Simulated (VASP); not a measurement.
TaS2, 3 atoms in the cell. The structure is trigonal, space group P-3m1 (No. 164). The conventional cell has a = 3.350 Å, b = 3.350 Å, c = 5.860 Å, α = 90.00°, β = 90.00°, γ = 120.00°. Around Ta (site symmetry -3m) lie 6 S at 2.43 Å. S (site symmetry 3m) has 3 Ta at 2.43 Å as nearest neighbours. 

```yaml
Program: VASP 6.6.1
Task: band structure
Functional: TB-mBJ
Potentials_or_basis: VASP PAW PBE potentials, release 64 (Ta_pv, S)
Cutoff: 520 eV
k_mesh: 7 × 7 × 4
Occupations: fermi-dirac, width 0.05 eV
Spin: spin-orbit coupling, no magnetisation
Further_INCAR_settings: ALGO = Normal; EDIFF = 1e-07
```

Potentials or basis: VASP PAW PBE potentials, release 64 (Ta_pv, S).

Launch:

```sh
$ cat potpaw_PBE.64/Ta_pv/POTCAR potpaw_PBE.64/S/POTCAR > POTCAR
$ cp INCAR.step1 INCAR
$ mpirun -np 1 vasp_ncl > vasp.out
$ cp INCAR.step2 INCAR
$ mpirun -np 1 vasp_ncl > vasp.out
```

Hardware: 1 thread of Intel(R) Xeon(R) Platinum 8488C (Sapphire Rapids), with other jobs on the host.

**Question.** How long does it take, and how much memory?

**Answer.** Wall time 28 min on 1 thread of Intel(R) Xeon(R) Platinum 8488C (Sapphire Rapids), with other jobs on the host, peak memory 0.41 GiB. Counts: scf iterations 109, k points 28.
